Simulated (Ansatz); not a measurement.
MgO (h-MgO type), relaxed with r2SCAN, was run in Ansatz 0.2.0 under altered settings. All numbers are computed, without spin polarisation but where a row says otherwise.

```xyz
4
Lattice="3.4840 0.0000 0.0000 -1.7420 3.0172 0.0000 0.0000 0.0000 4.1853" Properties=species:S:1:pos:R:3 pbc="T T T"
Mg    0.0000    2.0115    1.0463
Mg    1.7420    1.0057    3.1390
O     1.7420    1.0057    1.0463
O     0.0000    2.0115    3.1390
```

The base run's other keys:
```yaml
kpoints:
  mp_grid: { grid: [6, 6, 4] }
hamiltonian:
  xc: hse06
scf:
  occupations: { method: fixed }
  n_extra_bands: 5
```

It takes 12 iterations with 823 plane waves at 420 eV and 21 k points, and leaves a mean stress of -0.05 GPa. The gap over this mesh is 5.046 eV. It ran on 4 threads of Arm Neoverse N1, on a shared host.

Outcomes, with energy and stress as changes against the base:
```
                                    setting    outcome  ΔF (meV/atom)  Δ mean stress (GPa)  gap on the mesh (eV)  iterations  wall time
PBE hybrid, exx coeff 0.4, omega 0.2078 1/Å  converged              –                 -2.6                 6.050          15       16 s
  PBE hybrid, exx coeff 0.75, omega 0.3 1/Å  converged              –                 -8.0                 7.724          16       17 s
           scf.mixing.preconditioner: resta  converged            0.0                  0.0                 5.046          12       13 s
```
A dash marks a value that wasn't obtained or can't be compared. Stress is positive in compression. The base took 13 s.

- PBE hybrid, exx coeff 0.4, omega 0.2078 1/Å. That is 40 % exact exchange, screened with ω = 0.2078 1/Å, against HSE06's 25 % screened at 0.208 1/Å. The mean stress moves by -2.6 GPa and the gap on the mesh by +1.003 eV (to 6.050). Totals of different functionals aren't comparable.
- PBE hybrid, exx coeff 0.75, omega 0.3 1/Å. That is 75 % exact exchange, screened with ω = 0.3 1/Å, against HSE06's 25 % screened at 0.208 1/Å. The mean stress moves by -8.0 GPa and the gap on the mesh by +2.678 eV (to 7.724). Totals of different functionals aren't comparable.

Within 1 meV an atom, 0.1 GPa and 0.005 eV of the base stay: scf.mixing.preconditioner: resta.

The program warns that its thresholds are loose for a hybrid's stress.

The meshes of the hybrids are coarse, so their gaps aren't converged to the digits shown.
